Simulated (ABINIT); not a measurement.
The system is In.

```
In
1.0
     3.33548    0.00000    0.00000
    -1.66774    2.88861    0.00000
     0.00000    0.00000    5.50914
In
2
Direct
  0.66667 0.33333 0.75000
  0.33333 0.66667 0.25000
```

This isn't the form of In at room conditions, which is tetragonal.

Base run:

| Quantity | Value |
| --- | --- |
| Program | ABINIT 10.8.3 (patched build) |
| Functional | PBE |
| Potentials or basis | JTH PAW PBE v2.0 |
| Cutoff | 707 eV |
| k mesh | 9 × 9 × 5 |
| Occupations | fermi-dirac, width 0.05 eV |
| Spin | no spin polarisation |

Its results: band gap on the k mesh none (metal or under the smearing width); pressure 1.0 GPa.

Q: The run is repeated on the same cell with these changes: functional from PBE to PBEsol. What comes out?

A: Band gap on the k mesh none (metal or under the smearing width); pressure -2.0 GPa.

PBEsol binds more tightly than PBE, so the same cell stands under less pressure.

Caveats: the PAW data sets were made with another functional, which shifts forces and pressure a little (some runs).
